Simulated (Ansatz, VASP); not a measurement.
**Ga2Sb2H3 (GaSb wire along [110], 16 atoms a period, H-terminated) in two plane-wave programs**

Aim: how closely do two programs agree when they are given the same cell, functional and k mesh? The structure shown is the start of the Ansatz relaxation below; VASP solves that cell, so the two are compared at the walk's first step.

Program: Ansatz 0.2.0. Level of theory: plane waves, with VASP 6.6.1 beside it; single point at PBE. Results are calculated unless marked as measured.

### Step 1. The starting structure

The cell holds 28 atoms: 8 Sb, 12 H and 8 Ga. Cell: a = 19.590 Å, b = 18.440 Å, c = 4.391 Å, α = 90.0°, β = 90.0°, γ = 90.0°. Vacuum lies along a and b. The structure's axis is c.

### Step 2. Ansatz: relaxation, PBE

Ansatz runs on its PAW soft_1 files.

The two programs are compared at the cell with which this relaxation starts, whose forces are those of its first step.

Contents of input.yaml:

```yaml
crystal:
  lattice:
    - [19.59, 0.0, 0.0]
    - [0.0, 18.44, 0.0]
    - [0.0, 0.0, 4.3911331112]
  atoms:
    - { symbol: Sb, position: [0.383632617, 0.619065547, 0.0] }
    - { symbol: H, position: [0.416316975, 0.808091097, 0.0] }
    - { symbol: Ga, position: [0.462882234, 0.738130978, 0.0] }
    - { symbol: Ga, position: [0.462882234, 0.500000115, 0.0] }
    - { symbol: Sb, position: [0.700631086, 0.619065547, 0.0] }
    - { symbol: H, position: [0.752206531, 0.696553021, 0.0] }
    - { symbol: Ga, position: [0.779880703, 0.500000115, 0.0] }
    - { symbol: H, position: [0.173557938, 0.500000115, 0.174601298] }
    - { symbol: H, position: [0.826445962, 0.500000115, 0.293788543] }
    - { symbol: Sb, position: [0.225133383, 0.500000115, 0.5] }
    - { symbol: H, position: [0.257817741, 0.310974565, 0.5] }
    - { symbol: H, position: [0.257817741, 0.689025666, 0.5] }
    - { symbol: Ga, position: [0.304383, 0.380934684, 0.5] }
    - { symbol: Ga, position: [0.304383, 0.619065547, 0.5] }
    - { symbol: Sb, position: [0.542131852, 0.261869253, 0.5] }
    - { symbol: Sb, position: [0.542131852, 0.738130978, 0.5] }
    - { symbol: Sb, position: [0.542131852, 0.500000115, 0.5] }
    - { symbol: H, position: [0.593707297, 0.184381779, 0.5] }
    - { symbol: H, position: [0.593707297, 0.815618452, 0.5] }
    - { symbol: Ga, position: [0.621381469, 0.380934684, 0.5] }
    - { symbol: Ga, position: [0.621381469, 0.619065547, 0.5] }
    - { symbol: H, position: [0.826445962, 0.500000115, 0.706211457] }
    - { symbol: H, position: [0.173557938, 0.500000115, 0.825398702] }
    - { symbol: Sb, position: [0.383632617, 0.380934684, 0.0] }
    - { symbol: H, position: [0.416316975, 0.191909133, 0.0] }
    - { symbol: Ga, position: [0.462882234, 0.261869253, 0.0] }
    - { symbol: Sb, position: [0.700631086, 0.380934684, 0.0] }
    - { symbol: H, position: [0.752206531, 0.30344721, 0.0] }
kpoints:
  mp_grid: { grid: [1, 1, 19] }
scf:
  occupations: { method: fermi_dirac, width: 0.05 }
hamiltonian:
  xc: pbe
  pseudopotentials: { kind: paw, azcp: { folder: soft_1 } }
relax:
  cell: { fix: [a, b, alpha, beta, gamma] }
  max_steps: 45
  f_tol: 0.03
```

On the command line:

```console
> ansatz run input.yaml --threads 8 --pin off --max-ram 16384MiB --backend cpu --events-out ev --progress --plain --runs-dir out
```

Numbers of over 12 decimals in the logs are rounded to 6 here.

What it wrote:

```text
Engine: ansatz 0.2.0, aarch64-unknown-linux-gnu
Pseudopotentials: kind: paw
Pseudopotential: Sb, paw, valence charge 15, recommended cutoff 420 eV (normal), soft_1/Sb.paw.azcp
Pseudopotential: H, paw, valence charge 1, recommended cutoff 420 eV (normal), soft_1/H.paw.azcp
Pseudopotential: Ga, paw, valence charge 13, recommended cutoff 420 eV (normal), soft_1/Ga.paw.azcp
Functional definition: PBE
  parameter kappa = 0.804
  parameter beta = 0.066725
  exchange = pbe_x(kappa = kappa, mu = beta*pi^2/3)
  correlation = pbe_c(beta = beta)
Crystal: 28 atoms, lattice volume = 1586.251 Å³
Basis set: ecut = 420 eV, 31023 PW (Γ), exchange–correlation on 270×250×60 points (8 copies of the dense FFT grid, shifted against one another)
Bands: 146, of which v1, the nominal top of the filled ones, is band 118 counted from 1 (117 counted from 0)
Symmetry: 4 space group operations
Space group: Pmm2 (ITA 25), of the structure as read, at distance tolerance 1.2e-4 Å
k-points: 10 of 19
Non-local potential: Sb, projectors of the file, l = 0: 2, l = 1: 2, l = 2: 2, l = 3: 1
Non-local potential: H, projectors of the file, l = 0: 2, l = 1: 1
Non-local potential: Ga, projectors of the file, l = 0: 2, l = 1: 2, l = 2: 3, l = 3: 1
PAW form: soft (Blöchl's): semilocal exchange-correlation on the pseudo side does not see the compensation charge
PAW one-centre angular grid: Sb, 590 points (default); XC on 64 Gauss nodes
PAW one-centre angular grid: H, 110 points (default); XC on 64 Gauss nodes
PAW one-centre angular grid: Ga, 590 points (default); XC on 64 Gauss nodes
Initial density: superposition of atomic densities (neutral atoms: chi_scale 0, normalization atom)
Initial wavefunctions: pseudopotential atomic-orbital guess
Functional: x = pbe(κ = 0.804, μ = 0.219515), c = pbe(β = 0.066725)
SCF iter   1: F=—  HF=-82331.918399 eV  |F-HF|=—  |Δ(HF+E_count)|=         —  Δρ=2.87e-2  dr2=1.36e1  ethr=3.10e-3  ⟨swp⟩=7.0  Hψ=6243  notcnv=0  defer=26
preconditioner: auto → Resta (q_TF=auto, 1.986 Å⁻¹)  ε∞=1.8  [insulator: Δε(μ)=1.130 eV  Ē_g=13.124 eV  σ=0.050 eV  W_gap=1.00  n_scr=220 (ndim 8)  ℏωp=11.6 eV  f_vac=0.582  D(μ)=0.00/eV (n_scr^D=0)  ε∞_Penn≈1.8  vacuum switching on, ρ_ref=1.2e-2 e/Å³]
SCF iter   2: F=—  HF=-82328.693195 eV  |F-HF|=—  |Δ(HF+E_count)|=    3.23e0  Δρ=1.21e-2  dr2=2.82e0  ethr=3.10e-3  ⟨swp⟩=3.0  Hψ=2111  notcnv=0  defer=199
SCF iter   3: F=—  HF=-82328.350994 eV  |F-HF|=—  |Δ(HF+E_count)|=   3.42e-1  Δρ=5.17e-3  dr2=1.36e0  ethr=1.20e-3  ⟨swp⟩=3.1  Hψ=2065  notcnv=0  defer=187
SCF iter   4: F=—  HF=-82328.154840 eV  |F-HF|=—  |Δ(HF+E_count)|=   1.96e-1  Δρ=1.54e-3  dr2=1.31e-1  ethr=5.76e-4  ⟨swp⟩=3.9  Hψ=2043  notcnv=0  defer=194
SCF iter   5: F=—  HF=-82328.143983 eV  |F-HF|=—  |Δ(HF+E_count)|=   1.09e-2  Δρ=7.35e-4  dr2=9.71e-3  ethr=5.57e-5  ⟨swp⟩=3.6  Hψ=2262  notcnv=0  defer=193
SCF iter   6: F=—  HF=-82328.145504 eV  |F-HF|=—  |Δ(HF+E_count)|=   1.52e-3  Δρ=3.10e-4  dr2=1.88e-3  ethr=4.11e-6  ⟨swp⟩=2.1  Hψ=2143  notcnv=0  defer=190
SCF iter   7: F=—  HF=-82328.146084 eV  |F-HF|=—  |Δ(HF+E_count)|=   5.80e-4  Δρ=1.25e-4  dr2=5.68e-4  ethr=7.96e-7  ⟨swp⟩=2.0  Hψ=1801  notcnv=0  defer=190
SCF iter   8: F=—  HF=-82328.146186 eV  |F-HF|=—  |Δ(HF+E_count)|=   1.03e-4  Δρ=4.13e-5  dr2=3.10e-5  ethr=2.40e-7  ⟨swp⟩=2.0  Hψ=1509  notcnv=0  defer=190
SCF iter   9: F=—  HF=-82328.146075 eV  |F-HF|=—  |Δ(HF+E_count)|=   1.11e-4  Δρ=1.60e-5  dr2=6.11e-6  ethr=1.32e-8  ⟨swp⟩=2.0  Hψ=2203  notcnv=0  defer=190
SCF iter  10: F=—  HF=-82328.146082 eV  |F-HF|=—  |Δ(HF+E_count)|=   6.74e-6  Δρ=7.74e-6  dr2=3.05e-6  ethr=2.59e-9  ⟨swp⟩=2.1  Hψ=2036  notcnv=0  defer=190
SCF iter  11: F=—  HF=-82328.146082 eV  |F-HF|=—  |Δ(HF+E_count)|=   7.15e-7  Δρ=3.56e-6  dr2=5.66e-7  ethr=1.29e-9  ⟨swp⟩=2.0  Hψ=1538  notcnv=0  defer=190
SCF iter  12: F=-82328.146082 eV  HF=-82328.146082 eV  |F-HF|=2.04e-8  |Δ(HF+E_count)|=   1.08e-7  Δρ=9.72e-7  dr2=2.10e-8  ethr=4.24e-11  ⟨swp⟩=3.0  Hψ=5264  notcnv=0
SCF 1 converged in 12 iterations: F = -82328.146082 eV  dr2 = 2.10e-8
  greatest PAW one-centre occupation: 0.995 electrons in one spin orbital (limit 2), on the Sb atom at site 9 (counted from 0), in its partial waves of l = 2
relax step   1: F+E_penalty+E_count = -82328.14608236 eV  Δ(F+E_penalty+E_count) = +0.000e0 eV  max|allowed force component| = 1.210e0 eV/Å  Δτ_max = 0.0000 Å  P = -0.200 GPa  Ω = 1586.251 Å³  fix = [a, b, alpha, beta, gamma]  reactions: a -0.334, b -0.406 GPa  (12 SCF iters, dr2 threshold 1.00e-7 eV, accepted)
[...]
relax step   5: F+E_penalty+E_count = -82328.82379671 eV  Δ(F+E_penalty+E_count) = -2.260e-2 eV  max|allowed force component| = 2.909e-2 eV/Å  Δτ_max = 0.0824 Å  P = +0.006 GPa  Ω = 1605.448 Å³  energy of the carried Pulay correction = -2.168e-3 eV  fix = [a, b, alpha, beta, gamma]  reactions: a +0.008, b +0.012 GPa  (12 SCF iters, accepted)
[...]
relax step   6: F+E_penalty+E_count = -82328.82601879 eV  Δ(F+E_penalty+E_count) = -2.222e-3 eV  max|allowed force component| = 2.914e-2 eV/Å  Δτ_max = 0.0000 Å  P = +0.007 GPa  Ω = 1605.448 Å³  fix = [a, b, alpha, beta, gamma]  reactions: a +0.008, b +0.012 GPa  stress off target by 3.28e-4 GPa on what of the cell is left free  SCF on the basis re-selected at this cell (its energy is not comparable with the rows above)  (8 SCF iters)
basis re-selected at this cell: Δ(F+E_penalty+E_count) = -2.222e-3 eV, ΔP = +0.001 GPa vs the last step (what re-selecting the basis moved, of the pressure what is left beyond the Pulay correction that the steps carried, after the strain that the cell walked since its last selection, with what the two solves' SCF thresholds leave and, on support functions, any second-order correction that the steps lacked; it is no m [...]
SCF converged after 8 iterations
Free energy (F): -82328.826019 eV
Harris-Foulkes:  -82328.826019 eV  (|F-HF|=4.73e-9)
Internal energy: -82328.826019 eV  (E = F + TS)
E sigma→0 (E₀):  -82328.826019 eV
Entropy (-TS):   -0.000000 eV (-0.000 meV/atom)
Fermi energy:    -0.634840 eV
--- Per-component energies (eV) ---
  E_band       = -4055.498655
  E_kinetic    = 2346.345829
  E_local      = -124193.892280  (includes V_loc(G=0)·N_el)
  E_nonlocal   = 2388.690779
  E_hartree    = 61419.794357
  E_xc         = -1387.854066
  E_vxc        = -1290.579546  (∫ρ·V_xc dr)
  E_paw        = -52302.509804  (= ΣΔE_a)
  E_vpaw       = -6145.640334  (= ΣTr[D̂ρ^β])
  E_aug_tail   = -0.011495  (compensation charges beyond the density's cutoff)
  E_ewald      = 29400.610663
  E_smearing   = -0.000000  (= −TS)
  E_closure    = -0.000000  (closes the sum)
  Σ components = -82328.826019   (vs F -82328.826019, Δ=0.00e0)
--- Forces (eV/Å), atoms counted from 1 ---
  atom   1  Sb    -0.00293412    -0.01261570     0.00000000
  atom   2  H      0.00646699     0.00148502    -0.00000000
  atom   3  Ga    -0.00197464     0.00887733     0.00000000
  atom   4  Ga    -0.01328400     0.00000000     0.00000000
  atom   5  Sb     0.01282624     0.01126786    -0.00000000
  atom   6  H     -0.01091027     0.00369809     0.00000000
  atom   7  Ga     0.00435925     0.00000000    -0.00000000
  atom   8  H      0.00048978    -0.00000000     0.00201703
  atom   9  H      0.00801721     0.00000000     0.00109701
  atom  10  Sb    -0.00422707     0.00000000     0.00000000
  atom  11  H     -0.01107292     0.00972115     0.00000000
  atom  12  H     -0.01107292    -0.00972115     0.00000000
  atom  13  Ga     0.01312711    -0.02913790    -0.00000000
  atom  14  Ga     0.01312711     0.02913790    -0.00000000
  atom  15  Sb     0.00771241     0.00108960    -0.00000000
  atom  16  Sb     0.00771241    -0.00108960    -0.00000000
  atom  17  Sb    -0.01063143     0.00000000     0.00000000
  atom  18  H      0.00701788    -0.00136957    -0.00000000
  atom  19  H      0.00701788     0.00136957    -0.00000000
  atom  20  Ga    -0.01687199     0.01980085     0.00000000
  atom  21  Ga    -0.01687199    -0.01980085     0.00000000
  atom  22  H      0.00801721    -0.00000000    -0.00109701
  atom  23  H      0.00048978    -0.00000000    -0.00201703
  atom  24  Sb    -0.00293412     0.01261570     0.00000000
  atom  25  H      0.00646699    -0.00148502    -0.00000000
  atom  26  Ga    -0.00197464    -0.00887733     0.00000000
  atom  27  Sb     0.01282624    -0.01126786    -0.00000000
  atom  28  H     -0.01091027    -0.00369809     0.00000000
  max |Σ_I F_I| component: 4.11e-6 eV/Å
--- Stress (GPa, compression-positive) ---
        0.008085      -0.000000      -0.000000
       -0.000000       0.011904       0.000000
       -0.000000       0.000000       0.000328
  P = ⅓ Tr σ = 0.0068 GPa (0.068 kbar)
--- Relaxed structure (5 steps of the walk, 4 accepted, 1 SCFs on fresh bases) ---
  F+E_penalty+E_count = -82328.82601879 eV   max|allowed force component| = 2.914e-2 eV/Å   (the final SCF, on the basis selected at the relaxed cell)
  cell:  # Å, volume = 1605.4476 Å³
    - [19.59, 0.0, 0.0]
    - [0.0, 18.44, 0.0]
    - [0.0, 0.0, 4.444273]
  atoms:
    - { symbol: Sb, position: [0.384793, 0.620007, 0] }
    - { symbol: H, position: [0.415749, 0.812238, 0] }
    - { symbol: Ga, position: [0.459826, 0.741295, 0] }
    - { symbol: Ga, position: [0.462352, 0.5, 0] }
    - { symbol: Sb, position: [0.698317, 0.608854, 0] }
    - { symbol: H, position: [0.742808, 0.689184, 0] }
    - { symbol: Ga, position: [0.792471, 0.5, 0] }
    - { symbol: H, position: [0.181177, 0.5, 0.215852] }
    - { symbol: H, position: [0.827972, 0.5, 0.312070] }
    - { symbol: Sb, position: [0.240194, 0.5, 0.5] }
    - { symbol: H, position: [0.256473, 0.306540, 0.5] }
    - { symbol: H, position: [0.256473, 0.693460, 0.5] }
    - { symbol: Ga, position: [0.307520, 0.371962, 0.5] }
    - { symbol: Ga, position: [0.307520, 0.628038, 0.5] }
    - { symbol: Sb, position: [0.536755, 0.268809, 0.5] }
    - { symbol: Sb, position: [0.536755, 0.731191, 0.5] }
    - { symbol: Sb, position: [0.541067, 0.5, 0.5] }
    - { symbol: H, position: [0.589268, 0.194249, 0.5] }
    - { symbol: H, position: [0.589268, 0.805751, 0.5] }
    - { symbol: Ga, position: [0.621409, 0.382007, 0.5] }
    - { symbol: Ga, position: [0.621409, 0.617993, 0.5] }
    - { symbol: H, position: [0.827972, 0.5, 0.687930] }
    - { symbol: H, position: [0.181177, 0.5, 0.784148] }
    - { symbol: Sb, position: [0.384793, 0.379993, 0] }
    - { symbol: H, position: [0.415749, 0.187762, 0] }
    - { symbol: Ga, position: [0.459826, 0.258705, 0] }
    - { symbol: Sb, position: [0.698317, 0.391146, 0] }
    - { symbol: H, position: [0.742808, 0.310816, 0] }
```

The column dr2 measures how far the density is from self-consistency, as an energy; F and HF (Harris–Foulkes) agree once it is small.

(Continued in part 2 of 2.)

[Lines on the potential files, build, host, timing and source positions are cut from VASP's logs without a mark.]

[Logs are printed without paths, hosts, clocks, repeated set-up lines and the standing remarks that a program may print on its own settings, such as how far it seeks lower states.]

[Hosts, paths, dates, database ids (printed as entryN), source tags and the programs' standing remarks are cut or masked in the printed files.]
